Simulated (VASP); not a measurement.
**KCl (strained zincblende), r²SCAN single-point calculation: Ansatz's output and VASP's**

```cif
data_structure
_symmetry_space_group_name_H-M 'P 1'
_symmetry_Int_Tables_number 1
_cell_length_a 4.8869
_cell_length_b 4.8869
_cell_length_c 4.8869
_cell_angle_alpha 60.993
_cell_angle_beta 60.993
_cell_angle_gamma 60.993
_cell_volume 84.37
loop_
_atom_site_label
_atom_site_type_symbol
_atom_site_fract_x
_atom_site_fract_y
_atom_site_fract_z
_atom_site_occupancy
K1 K 0.99820 0.99820 0.99820 1
Cl1 Cl 0.25180 0.25180 0.25180 1
```

Ansatz printed

```
SCF 1 converged in 6 iterations: F = -2630.186573 eV  dr2 = 3.68e-9
  greatest PAW one-centre occupation: 0.989 electrons in one spin orbital (limit 2), on the K atom at site 0 (counted from 0), in its partial waves of l = 0
NSCF: frozen V_eff on 7 k-points
SCF converged after 6 iterations
Free energy (F): -2630.186573 eV
Harris-Foulkes:  -2630.186573 eV  (|F-HF|=8.03e-10)
Internal energy: -2630.186573 eV  (E = F + TS)
E sigma→0 (E₀):  -2630.186573 eV
Fermi energy:    -1.538603 eV
--- Per-component energies (eV) ---
  E_band       = -172.171086
  E_kinetic    = 415.722084
  E_local      = -1040.044807  (includes V_loc(G=0)·N_el)
  E_nonlocal   = 40.834780
  E_hartree    = 367.757345
  E_xc         = -238.719048
  E_vxc        = -322.410609  (∫ρ·V_xc dr)
  E_paw        = -1454.466942  (= ΣΔE_a)
  E_vpaw       = -20.514447  (= ΣTr[D̂ρ^β])
  E_aug_tail   = 0.000035  (compensation charges beyond the density's cutoff)
  E_vtau       = 18.727987  (kinetic-family band-sum trace: ∫τ·v_τ [+ j·A + Jᵃ·Aᵃ] dr)
  E_ewald      = -720.937427
  E_core_change = -0.332592  (= ΣΔE_core)
  E_smearing   = -0.000000  (= −TS)
  E_closure    = 0.000000  (closes the sum)
  Σ components = -2630.186573   (vs F -2630.186573, Δ=0.00e0)
--- Forces (eV/Å), atoms counted from 1 ---
  atom   1  K     -0.00115698    -0.00115698    -0.00115698
  atom   2  Cl     0.00110175     0.00110175     0.00110175
  max |Σ_I F_I| component: 5.52e-5 eV/Å
--- Stress (GPa, compression-positive) ---
        0.285994       0.033483       0.033483
        0.033483       0.285994       0.033483
        0.033483       0.033483       0.285994
  P = ⅓ Tr σ = 0.2860 GPa (2.860 kbar)
--- Band table (eV; the first three rows and the last of 32) ---
  k-point 0: bands = ["-29.7619", "-13.8493", "-12.4892", "-12.4865", "-12.4865", "-1.6048", "-1.6048", "-1.5747", "3.8383", "8.5992", "8.5992", "9.5971"]
  k-point 1: bands = ["-29.7611", "-13.8961", "-12.4921", "-12.4893", "-12.4342", "-1.6923", "-1.5937", "-1.5707", "4.2704", "8.2731", "8.3388", "9.2351"]
  k-point 2: bands = ["-29.7595", "-13.9800", "-12.4980", "-12.4948", "-12.3398", "-1.8371", "-1.5723", "-1.5582", "5.2705", "7.8075", "8.0445", "8.2228"]
  k-point 31: bands = ["-29.7583", "-14.0055", "-12.4993", "-12.4993", "-12.3183", "-1.8788", "-1.5778", "-1.5778", "6.3626", "6.6373", "8.1236", "8.1236"]
```

Datasets and cutoffs are each program's own. VASP's cell holds 16 valence electrons and Ansatz's 16. Ansatz's stress includes a Pulay correction; VASP's doesn't.

**Question.** What does VASP give for the same cell and level of theory?

**Answer.** gap between bands v and c 5.38 eV; least direct gap 5.41 eV; pressure 0.3 GPa.

From OUTCAR

```
k-points           NKPTS =     32   k-points in BZ     NKDIM =     32   number of bands    NBANDS=     15

   NELECT =      16.0000    total number of electrons

   dimension x,y,z NGX =    36 NGY =   36 NGZ =   36
   dimension x,y,z NGXF=    72 NGYF=   72 NGZF=   72

  energy-cutoff  :      520.00
  volume of cell :       84.37
      direct lattice vectors                 reciprocal lattice vectors
    -0.051907786  3.455375046  3.455375046    -0.141481602  0.143639401  0.143639401
     3.455375046 -0.051907786  3.455375046     0.143639401 -0.141481602  0.143639401
     3.455375046  3.455375046 -0.051907786     0.143639401  0.143639401 -0.141481602

 k-points in reciprocal lattice and weights: KPOINTS created by Atomic Simulation Env
   0.00000000  0.00000000  0.00000000       0.005
   0.16666667 -0.00000000 -0.00000000       0.028
   0.33333333  0.00000000  0.00000000       0.028
   0.50000000  0.00000000  0.00000000       0.014
   0.16666667  0.16666667 -0.00000000       0.028
   0.33333333  0.16666667 -0.00000000       0.056
   0.50000000  0.16666667  0.00000000       0.056
  -0.33333333  0.16666667 -0.00000000       0.056
   ...

 E-fermi :  -3.4593

 k-point     1 :       0.0000    0.0000    0.0000
  band No.  band energies     occupation
      1     -31.8269      2.00000
      2     -15.8481      2.00000
      3     -14.5541      2.00000
      4     -14.5512      2.00000
      5     -14.5512      2.00000
      6      -3.5944      2.00000
      7      -3.5944      2.00000
      8      -3.5644      2.00000
      9       1.8482      0.00000
     10       6.6349      0.00000
     11       6.6349      0.00000
     12       7.6391      0.00000
     13       7.7006      0.00000
     14       7.7006      0.00000
     15       8.7567      0.00000

 k-point     2 :       0.1667   -0.0000   -0.0000
  band No.  band energies     occupation
      1     -31.8261      2.00000
      2     -15.8966      2.00000
      3     -14.5569      2.00000
      4     -14.5539      2.00000
      5     -14.4970      2.00000
      6      -3.6823      2.00000
      7      -3.5836      2.00000
      8      -3.5607      2.00000
      9       2.2800      0.00000
     10       6.3037      0.00000
     11       6.3702      0.00000
     12       7.2587      0.00000
     13       7.9424      0.00000
     14       8.1327      0.00000
     15       8.1548      0.00000

 k-point     3 :       0.3333    0.0000    0.0000
  band No.  band energies     occupation
      1     -31.8244      2.00000
      2     -15.9831      2.00000
      3     -14.5626      2.00000
      4     -14.5593      2.00000
      5     -14.3998      2.00000
      6      -3.8281      2.00000
      7      -3.5627      2.00000
      8      -3.5486      2.00000
      9       3.2801      0.00000
     10       5.8242      0.00000
     11       6.0720      0.00000
     12       6.2518      0.00000
     13       7.8648      0.00000
     14       7.9289      0.00000
     15       8.0880      0.00000

 k-point     4 :       0.5000    0.0000    0.0000
  band No.  band energies     occupation
      1     -31.8236      2.00000
      2     -16.0222      2.00000
      3     -14.5655      2.00000
      4     -14.5620      2.00000
      5     -14.3557      2.00000
      6      -3.8869      2.00000
      7      -3.5526      2.00000
      8      -3.5428      2.00000
      9       4.2813      0.00000
     10       4.6283      0.00000
     11       6.0537      0.00000
     12       6.3020      0.00000
     13       7.6986      0.00000
     14       7.7905      0.00000
     15       8.5179      0.00000

 k-point     5 :       0.1667    0.1667   -0.0000
  band No.  band energies     occupation
      1     -31.8258      2.00000
      2     -15.9105      2.00000
      3     -14.5602      2.00000
      4     -14.5584      2.00000
      5     -14.4759      2.00000
      6      -3.7027      2.00000
      7      -3.5844      2.00000
      8      -3.5638      2.00000
      9       2.4240      0.00000
     10       5.6523      0.00000
     11       6.8889      0.00000
     12       7.7634      0.00000
     13       7.9299      0.00000
     14       7.9466      0.00000
     15       8.4186      0.00000

 k-point     6 :       0.3333    0.1667   -0.0000
  band No.  band energies     occupation
      1     -31.8244      2.00000
      2     -15.9807      2.00000
      3     -14.5675      2.00000
      4     -14.5658      2.00000
      5     -14.3915      2.00000
      6      -3.8081      2.00000
      7      -3.5839      2.00000
      8      -3.5511      2.00000
      9       3.1933      0.00000
     10       5.2007      0.00000
     11       6.6992      0.00000
     12       6.8457      0.00000
     13       7.9154      0.00000
     14       8.0364      0.00000
     15       8.2903      0.00000

 ...

  Total        0.1442058      0.1442058      0.1442058      0.0175774      0.0175774      0.0175774
  in kB        2.7384256      2.7384256      2.7384256      0.3337889      0.3337889      0.3337889
  external PRESSURE =       2.7384256 kB  Pullay stress =       0.0000000 kB

 POSITION                                       TOTAL-FORCE (eV/Angst)
 -----------------------------------------------------------------------------------
      6.84652      6.84652      6.84652        -0.001130     -0.001130     -0.001130
      1.72703      1.72703      1.72703         0.001130      0.001130      0.001130
 -----------------------------------------------------------------------------------
    total drift:                               -0.000472     -0.000472     -0.000472

  FREE ENERGIE OF THE ION-ELECTRON SYSTEM (eV)
  ---------------------------------------------------
  free  energy   TOTEN  =       -16.2194245982 eV

  energy  without entropy=      -16.2194245982  energy(sigma->0) =      -16.21942460
```
